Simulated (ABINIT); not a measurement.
The system is CdF2.

```
Cd F
1.0
     0.00000    2.69400    2.69400
     2.69400    0.00000    2.69400
     2.69400    2.69400    0.00000
Cd F
1 2
Direct
  0.00000 0.00000 0.00000
  0.75000 0.75000 0.75000
  0.25000 0.25000 0.25000
```

Base run:

```yaml
Program: ABINIT 10.8.3 (patched build)
Functional: HCTH407
Potentials_or_basis: JTH PAW PBE v2.0
Cutoff: 626 eV
k_mesh: 9 × 9 × 9
Occupations: fermi-dirac, width 0.05 eV
Spin: no spin polarisation
```

Its results: band gap on the k mesh 3.75 eV, indirect (least direct gap 4.31 eV); pressure 9.2 GPa.

**Question.** The run is repeated on the same cell with these changes: functional from HCTH407 to RPBE. What comes out?

**Answer.** Band gap on the k mesh 3.30 eV, indirect (least direct gap 3.77 eV); pressure 9.9 GPa.

Caveats: the PAW data sets were made with another functional, which shifts forces and pressure a little.
